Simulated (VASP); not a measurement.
# SiC (F-43m) in VASP: band structure with HSE06

Aim: the band structure of SiC with HSE06.

All numbers are computed with VASP 6.6.1; they aren't measurements. Logs are shortened: lines on timing, memory, paths and dates and some standing lists are left out, and cuts for length are marked.

**What was measured.**

From “Insight into the structural, elastic and electronic properties of a new orthorhombic 6O-SiC polytype”, 2020, pmc:7200658, for a bulk crystal of SiC: band gap 2.4 eV (indirect).

The runs below are set against these values where they give the same quantity.

## 1. The structure

It takes space group F-43m (No. 216, cubic). The conventional cell has a = 4.379 Å, b = 4.379 Å, c = 4.379 Å, α = 90.00°, β = 90.00°, γ = 90.00°. Si (site symmetry -43m) has 4 C at 1.90 Å as nearest neighbours. C (site symmetry -43m) is surrounded by 4 Si at 1.90 Å.

## 2. Band structure, HSE06

Input file POSCAR:

```
SiC                                     
1.0
    0.0000000000      2.1897021501      2.1897021501
    2.1897021501      0.0000000000      2.1897021501
    2.1897021501      2.1897021501      0.0000000000
  Si              C             
     1     1
Direct
     0.0000000000000000    0.0000000000000000    0.0000000000000000
     0.2500000000000000    0.2500000000000000    0.2500000000000000
```

Input file INCAR.step1:

```
SYSTEM = SiC
ALGO = Normal
EDIFF = 1E-5
ENCUT = 520
GGA = PE
ISIF = 2
ISMEAR = 0
KPAR = 4
LASPH = .True.
LCHARG = .False.
LREAL = .False.
LWAVE = .True.
NBANDS = 11
NELM = 100
PREC = Accurate
SIGMA = 0.02
```

Input file INCAR.step2:

```
SYSTEM = SiC
ALGO = Normal
EDIFF = 1E-7
ENCUT = 520
GGA = PE
HFSCREEN = 0.2
ISIF = 2
ISMEAR = 0
ISTART = 1
KPAR = 4
LASPH = .True.
LCHARG = .False.
LHFCALC = .True.
LREAL = .False.
LWAVE = .False.
NBANDS = 11
NELM = 100
PREC = Accurate
PRECFOCK = Fast
SIGMA = 0.02
```

Input file KPOINTS:

```
k-points
0
Gamma
  8 8 8
  0 0 0
```

Input file KPOINTS_OPT:

```
path GXWKGLUWLK,UX
8
line-mode
reciprocal
 0.0000000000  0.0000000000  0.0000000000  G
 0.5000000000  0.0000000000  0.5000000000  X

 0.5000000000  0.0000000000  0.5000000000  X
 0.5000000000  0.2500000000  0.7500000000  W

 0.5000000000  0.2500000000  0.7500000000  W
 0.3750000000  0.3750000000  0.7500000000  K

 0.3750000000  0.3750000000  0.7500000000  K
 0.0000000000  0.0000000000  0.0000000000  G

 0.0000000000  0.0000000000  0.0000000000  G
 0.5000000000  0.5000000000  0.5000000000  L

 0.5000000000  0.5000000000  0.5000000000  L
 0.6250000000  0.2500000000  0.6250000000  U

 0.6250000000  0.2500000000  0.6250000000  U
 0.5000000000  0.2500000000  0.7500000000  W

 0.5000000000  0.2500000000  0.7500000000  W
 0.5000000000  0.5000000000  0.5000000000  L

 0.5000000000  0.5000000000  0.5000000000  L
 0.3750000000  0.3750000000  0.7500000000  K

 0.6250000000  0.2500000000  0.6250000000  U
 0.5000000000  0.0000000000  0.5000000000  X
```

Potentials or basis: VASP PAW PBE potentials, release 64 (Si, C).

Started as:

```
$ cat potpaw_PBE.64/Si/POTCAR potpaw_PBE.64/C/POTCAR > POTCAR
$ cp INCAR.step1 INCAR
$ mpirun -np 4 vasp_std > vasp.out
$ cp INCAR.step2 INCAR
$ mpirun -np 4 vasp_std > vasp.out
```

OUTCAR:

```text
SYSTEM = SiC
   EDIFF = 1E-7
   ENCUT = 520
   GGA = PE
   HFSCREEN = 0.2
   ISIF = 2
   ISMEAR = 0
   ISTART = 1
   LASPH = .True.
   LHFCALC = .True.
   LREAL = .False.
   NELM = 100
   PREC = Accurate
   PRECFOCK = Fast

 ion  position               nearest neighbor table
   1  0.000  0.000  0.000-   2 1.90   2 1.90   2 1.90   2 1.90
   2  0.250  0.250  0.250-   1 1.90   1 1.90   1 1.90   1 1.90

  LATTYP: Found a face centered cubic cell.
 ALAT       =     4.3794043002

  Lattice vectors:

 A1 = (   0.0000000000,   2.1897021501,   2.1897021501)
 A2 = (   2.1897021501,   0.0000000000,   2.1897021501)
 A3 = (   2.1897021501,   2.1897021501,   0.0000000000)

Analysis of symmetry for initial positions (statically):
=====================================================================
 Subroutine PRICEL returns:
 Original cell was already a primitive cell.

 Routine SETGRP: Setting up the symmetry group for a
 face centered cubic supercell.

 Subroutine GETGRP returns: Found 24 space group operations
 (whereof 24 operations were pure point group operations)
 out of a pool of 48 trial point group operations.

The static configuration has the point symmetry T_d .

Analysis of symmetry for dynamics (positions and initial velocities):
=====================================================================
 Subroutine PRICEL returns:
 Original cell was already a primitive cell.

 Routine SETGRP: Setting up the symmetry group for a
 face centered cubic supercell.

 Subroutine GETGRP returns: Found 24 space group operations
 (whereof 24 operations were pure point group operations)
 out of a pool of 48 trial point group operations.

The dynamic configuration has the point symmetry T_d .

 Subroutine INISYM returns: Found 24 space group operations
 (whereof 24 operations are pure point group operations),
 and found     1 'primitive' translations

----------------------------------------------------------------------------------------

                                     Primitive cell

  volume of cell :      20.9983

  direct lattice vectors                    reciprocal lattice vectors
     0.000000000  2.189702150  2.189702150    -0.228341558  0.228341558  0.228341558
     2.189702150  0.000000000  2.189702150     0.228341558 -0.228341558  0.228341558
     2.189702150  2.189702150  0.000000000     0.228341558  0.228341558 -0.228341558

  length of vectors
[... 94 lines left out ...]
   NUPDOWN=      -1.0000    fix difference up-down
   EMIN   =  10.00;   EMAX   =-10.00  energy-range for DOS
   EFERMI =   0.00;   METHOD = LEGACY
   ISMEAR =     0;   SIGMA  =   0.02  broadening in eV -4-tet -1-fermi 0-gaus
   EFERMI_NEDOS =   21; number of points for ismear=-14 and -15
   IALGO  =     38    algorithm
   IMIX   =      1    mixing-type and parameters
     AMIX     =   0.40;   BMIX     =  1.00
     AMIX_MAG =   1.60;   BMIX_MAG =  1.00
  volume/ion in A,a.u.               =      10.50        70.85
  Fermi-wavevector in a.u.,A,eV,Ry     =   1.186797  2.242721 19.163632  1.408487
  Thomas-Fermi vector in A             =   2.322962
   LORBIT       =      0    0 simple, 1 ext, 2 COOP (PROOUT), +10 PAW based schemes
   GGA     = PE    functional components
   LHFCALC =     T    Hartree Fock is set to
   PRECFOCK=fast      Normal, Fast or Accurate (Low or Medium for compatibility)
   ENCUT4O =  -1.0   cutoff for four orbital integrals eV
   NKREDX  =     1    reduce k-point grid by
   NKREDY  =     1    reduce k-point grid by
   NKREDZ  =     1    reduce k-point grid by
   AEXX    =    0.2500 exact exchange contribution
   HFSCREEN=    0.2000 screening length (either q_TF or 0.3 A-1)
   HFSCREENC=   0.2000 screening length for correlation (either q_TF or 0.3 A-1)
   ENCUTFOCK=  -1.0 apply spherical cutoff to Coloumb kernel
   IVDW    =     0    specifies the selected vdW correction
   LEPSILON=     F    determine dielectric tensor
   LRPA    =     F    only Hartree local field effects (RPA)
 non-spin polarized calculation
 Gauss-broadening in eV      SIGMA  =   0.02
  energy-cutoff  :      520.00
  volume of cell :       21.00
 maximum number of plane-waves:       588
  NGX = 14; NGY = 14; NGZ = 14

 number of electron       8.0000001 magnetization

 Free energy of the ion-electron system (eV)
  ---------------------------------------------------
  ext. energy  EPLUGINS =         0.00000000
  ---------------------------------------------------
  free energy    TOTEN  =       -17.45441217 eV

  energy without entropy =      -17.45441217  energy(sigma->0) =      -17.45441217

 E-fermi :   7.4378     XC(G=0):  -9.2948

 val. band max:        7.3204997842   @ k =   0.0000   0.0000   0.0000
 cond. band min:       9.5802656409   @ k =   0.5000   0.5000   0.0000
 fundamental gap:      2.2597658568
 Fermi energy:         7.4377677526

 k-point     1 :       0.0000    0.0000    0.0000
  band No.  band energies     occupation
      1      -9.5508      2.00000
      2       7.3205      2.00000
      3       7.3205      2.00000
      4       7.3205      2.00000
      5      14.6906      0.00000
      6      15.8187      0.00000
      7      15.8187      0.00000
      8      15.8187      0.00000
      9      23.3296      0.00000
     10      23.3296      0.00000
     11      25.0796      0.00000
[... 309 lines left out ...]
 k-point    24 :      -0.3750    0.2500    0.1250
  band No.  band energies     occupation
      1      -5.0642      2.00000
      2      -1.1823      2.00000
      3       3.2985      2.00000
      4       4.8905      2.00000
      5      13.6873      0.00000
      6      15.7803      0.00000
      7      18.9007      0.00000
      8      19.8207      0.00000
      9      22.2579      0.00000
     10      25.1616      0.00000
     11      28.1661      0.00000

 [... further k-points ...]
[... 5 lines left out ...]
  --------------------------------------------------------------------------------------
  -------------------------------------------------------------------------------------
  Total       -0.6619262     -0.6619262     -0.6619262     -0.0000000      0.0000000     -0.0000000
  in kB      -50.5050763    -50.5050763    -50.5050763     -0.0000000      0.0000000     -0.0000000
  external PRESSURE =     -50.5050763 kB  Pullay stress =       0.0000000 kB

 VOLUME and BASIS-vectors are now :
 -----------------------------------------------------------------------------
  energy-cutoff  :      520.00
  volume of cell :       21.00
      direct lattice vectors                 reciprocal lattice vectors
     0.000000000  2.189702150  2.189702150    -0.228341558  0.228341558  0.228341558
     2.189702150  0.000000000  2.189702150     0.228341558 -0.228341558  0.228341558
     2.189702150  2.189702150  0.000000000     0.228341558  0.228341558 -0.228341558

 POSITION                                       TOTAL-FORCE (eV/Angst)
 -----------------------------------------------------------------------------------
      0.00000      0.00000      0.00000         0.000000      0.000000      0.000000
      1.09485      1.09485      1.09485        -0.000000     -0.000000     -0.000000
 -----------------------------------------------------------------------------------
    total drift:                                0.000001     -0.000001     -0.000000

  FREE ENERGIE OF THE ION-ELECTRON SYSTEM (eV)
  ---------------------------------------------------
  free  energy   TOTEN  =       -17.4544121731 eV

  energy  without entropy=      -17.4544121731  energy(sigma->0) =      -17.45441217
```

OUTCAR.step1:

```text
SYSTEM = SiC
   EDIFF = 1E-5
   ENCUT = 520
   GGA = PE
   ISIF = 2
   ISMEAR = 0
[... 559 lines left out ...]
      0.00000      0.00000      0.00000        -0.000000     -0.000000     -0.000000
      1.09485      1.09485      1.09485         0.000000      0.000000      0.000000
 -----------------------------------------------------------------------------------
    total drift:                                0.000000      0.000000      0.000000

  FREE ENERGIE OF THE ION-ELECTRON SYSTEM (eV)
  ---------------------------------------------------
  free  energy   TOTEN  =       -15.0597879556 eV

  energy  without entropy=      -15.0597879556  energy(sigma->0) =      -15.05978796
```

OSZICAR.step1:

```text
N       E                     dE             d eps       ncg     rms          rms(c)
DAV:   1     0.244569038111E+01    0.24457E+01   -0.38704E+03   673   0.602E+02
DAV:   2    -0.162984982079E+02   -0.18744E+02   -0.17823E+02   811   0.107E+02
DAV:   3    -0.168727760098E+02   -0.57428E+00   -0.57345E+00   779   0.157E+01
DAV:   4    -0.168750238930E+02   -0.22479E-02   -0.22477E-02   750   0.127E+00
DAV:   5    -0.168750342312E+02   -0.10338E-04   -0.10338E-04   779   0.792E-02    0.866E+00
DAV:   6    -0.151126175410E+02    0.17624E+01   -0.64715E+00   713   0.113E+01    0.382E+00
DAV:   7    -0.150671596998E+02    0.45458E-01   -0.36388E-01   761   0.346E+00    0.176E+00
DAV:   8    -0.150595636318E+02    0.75961E-02   -0.19937E-02   716   0.940E-01    0.171E-01
DAV:   9    -0.150596727912E+02   -0.10916E-03   -0.16393E-03   810   0.229E-01    0.112E-01
DAV:  10    -0.150597856576E+02   -0.11287E-03   -0.24220E-04   716   0.942E-02    0.258E-02
DAV:  11    -0.150597879556E+02   -0.22980E-05   -0.43001E-05   749   0.337E-02
   1 F= -.15059788E+02 E0= -.15059788E+02  d E =-.253894E-12
```

Wall time 3.4 min (4 MPI ranks of Intel Xeon 6975P-C (Granite Rapids), shared host); peak memory 0.28 GiB.

Results:

```yaml
Free_energy: -17.4544 eV
Pressure: -5.1 GPa
Band_gap_on_the_k_mesh: 2.26 eV, indirect (least direct gap 5.73 eV)
Band_gap_along_the_path: 2.26 eV, indirect (least direct gap 5.73 eV)
```

Levels at the corners of the path, in eV from the valence-band top:
```csv
point,band 1,band 2,band 3,band 4,band 5,band 6,band 7,band 8,band 9
Γ,-16.87,0.00,0.00,0.00,7.37,8.50,8.50,8.50,16.01
X,-11.53,-8.50,-3.47,-3.47,2.26,5.33,15.78,15.78,16.56
X,-11.53,-8.50,-3.47,-3.47,2.26,5.33,15.78,15.78,16.56
W,-11.30,-7.66,-5.38,-5.00,6.33,10.81,10.89,10.99,16.00
W,-11.30,-7.66,-5.38,-5.00,6.33,10.81,10.89,10.99,16.00
K,-11.54,-7.93,-5.96,-2.82,4.10,9.01,13.41,14.05,14.62
K,-11.54,-7.93,-5.96,-2.82,4.10,9.01,13.41,14.05,14.62
Γ,-16.87,0.00,0.00,0.00,7.37,8.50,8.50,8.50,16.01
Γ,-16.87,0.00,0.00,0.00,7.37,8.50,8.50,8.50,16.01
L,-13.08,-9.27,-1.15,-1.15,6.51,8.43,8.43,11.49,17.72
L,-13.08,-9.27,-1.15,-1.15,6.51,8.43,8.43,11.49,17.72
U,-11.54,-7.93,-5.96,-2.82,4.10,9.01,13.41,14.05,14.62
U,-11.54,-7.93,-5.96,-2.82,4.10,9.01,13.41,14.05,14.62
W,-11.30,-7.66,-5.38,-5.00,6.33,10.81,10.89,10.99,16.00
W,-11.30,-7.66,-5.38,-5.00,6.33,10.81,10.89,10.99,16.00
L,-13.08,-9.27,-1.15,-1.15,6.51,8.43,8.43,11.49,17.72
L,-13.08,-9.27,-1.15,-1.15,6.51,8.43,8.43,11.49,17.72
K,-11.54,-7.93,-5.96,-2.82,4.10,9.01,13.41,14.05,14.62
U,-11.54,-7.93,-5.96,-2.82,4.10,9.01,13.41,14.05,14.62
X,-11.53,-8.50,-3.47,-3.47,2.26,5.33,15.78,15.78,16.56
```

Caveat: the PAW data sets were made with another functional, which shifts forces and pressure a little.

## 3. Comparison with measurements

Step 2. Against the measured gap of SiC, 2.4 eV (indirect; quoted in “Insight into the structural, elastic and electronic properties of a new orthorhombic 6O-SiC polytype”, 2020, pmc:7200658), the calculated 2.26 eV is off by -0.14 eV. The value is that of HSE06, without temperature or zero-point motion.
